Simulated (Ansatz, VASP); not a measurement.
# Ca2Se: VASP beside Ansatz

File INCAR:

```
  PREC = Accurate
  ENCUT = 520
  EDIFF = 1E-7
  ISMEAR = 0
  SIGMA = 0.1
  LREAL = F
  LASPH = T
  NELM = 100
  ALGO = Normal
  ISIF = 2
  LWAVE = F
  LCHARG = T
  GGA = PE
  LELF = T
  LVHAR = T
  NBANDS = 20
```

File KPOINTS:

```
Automatic mesh
0
Gamma
  6 6 4
```

Contents of POSCAR:

```
Ca2Se
1.0
    3.5217130300      0.0000000000      0.0000000000
   -1.7608565100      3.0498929500      0.0000000000
    0.0000000000      0.0000000000      6.5265120400
Ca Se
2 1
Direct
    0.6666666700      0.3333333300      0.7587290400
    0.3333333300      0.6666666700      0.2412709600
    0.0000000000      0.0000000000      0.0000000000
```

Input for Ansatz:

```yaml
crystal:
  lattice:
    - [3.52171303, 0.0, 0.0]
    - [-1.76085651, 3.04989295, 0.0]
    - [0.0, 0.0, 6.52651204]
  atoms:
    - { symbol: Ca, position: [0.66666667, 0.33333333, 0.75872904] }
    - { symbol: Ca, position: [0.33333333, 0.66666667, 0.24127096] }
    - { symbol: Se, position: [0.0, 0.0, 0.0] }
basis:
  ecutwfc: 420
kpoints:
  mp_grid: { grid: [6, 6, 4] }
hamiltonian:
  xc: pbe
scf:
  occupations: { method: gaussian, width: 0.1 }
  lower_state_search: "off"
output:
  forces: true
  stress: true
  eigenvalues: true
```

Change from the starting cell: species swapped into the VSe2 type (P-3m1, No. 164).

Alike in both runs: task single point; functional PBE; k mesh 6 × 6 × 4; occupations gaussian, width 0.1 eV; no spin polarisation.

|  | VASP | Ansatz |
| --- | --- | --- |
| version | VASP 6.6.1 | Ansatz 0.2.0 |
| potentials or method | VASP PAW PBE potentials, release 64 (Ca_sv, Se) | scalar-relativistic, plane waves, PAW |
| plane-wave cutoff (eV) | 520 | 420 |
| valence electrons in the cell | 26 | 36 |

|  | VASP | Ansatz | Ansatz less VASP |
| --- | --- | --- | --- |
| gap on the k mesh at the Fermi level (eV) | none | none | - |
| pressure (GPa) | 26.1 | 25.7 | -0.43 |
| largest component of the traceless stress (GPa) | 3.20 | 3.25 | +0.043 |
| rms of the force components (eV/Å) | 1.436 | 1.408 | -0.0287 |

Atom by atom the forces differ by 0.029 eV/Å (rms over components). A gap of «none» marks a metal or a gap that the smearing closes. The two sets of potentials don't hold the same shells in valence.

Caveats: so large a pressure means that the cell lies far from this level's equilibrium, or that cutoff or potentials fall short (VASP); forces of over 1 eV/Å show positions far from the minimum, so gaps and moduli don't describe the material at rest.
